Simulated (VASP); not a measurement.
Input of a VASP 6.6.1 run:

The input INCAR:

```
ALGO = Fast
EDIFF = 1E-7
ENCUT = 520
GGA = PE
GGA_COMPAT = F
ISIF = 2
ISMEAR = 0
KPAR = 2
LASPH = T
LCHARG = F
LORBIT = 11
LREAL = F
LSORBIT = T
LWAVE = F
MAGMOM = 0 0 0 0 0 0
NBANDS = 30
NELM = 80
PREC = Accurate
SIGMA = 0.02
```

The input KPOINTS:

```
k-points
0
Gamma
  8 8 8
```

Contents of POSCAR:

```
GaN
1.0
    0.0000000000      2.2535006075      2.2535006075
    2.2535006075      0.0000000000      2.2535006075
    2.2535006075      2.2535006075      0.0000000000
Ga N
1 1
Direct
    0.0000000000      0.0000000000      0.0000000000
    0.2500000000      0.2500000000      0.2500000000
```

The input KPOINTS_OPT:

```
path GXWKGLUWLK,UX
15
line-mode
reciprocal
 0.0000000000  0.0000000000  0.0000000000  G
 0.5000000000  0.0000000000  0.5000000000  X

 0.5000000000  0.0000000000  0.5000000000  X
 0.5000000000  0.2500000000  0.7500000000  W

 0.5000000000  0.2500000000  0.7500000000  W
 0.3750000000  0.3750000000  0.7500000000  K

 0.3750000000  0.3750000000  0.7500000000  K
 0.0000000000  0.0000000000  0.0000000000  G

 0.0000000000  0.0000000000  0.0000000000  G
 0.5000000000  0.5000000000  0.5000000000  L

 0.5000000000  0.5000000000  0.5000000000  L
 0.6250000000  0.2500000000  0.6250000000  U

 0.6250000000  0.2500000000  0.6250000000  U
 0.5000000000  0.2500000000  0.7500000000  W

 0.5000000000  0.2500000000  0.7500000000  W
 0.5000000000  0.5000000000  0.5000000000  L

 0.5000000000  0.5000000000  0.5000000000  L
 0.3750000000  0.3750000000  0.7500000000  K

 0.6250000000  0.2500000000  0.6250000000  U
 0.5000000000  0.0000000000  0.5000000000  X
```

Potentials or basis: VASP PAW PBE potentials, release 64 (Ga_d, N).

The run is started by

```sh
$ cat potpaw_PBE.64/Ga_d/POTCAR potpaw_PBE.64/N/POTCAR > POTCAR
$ mpirun -np 2 vasp_ncl > vasp.out
```

Task: What does it give for the pressure?

Result: 5.0 GPa.
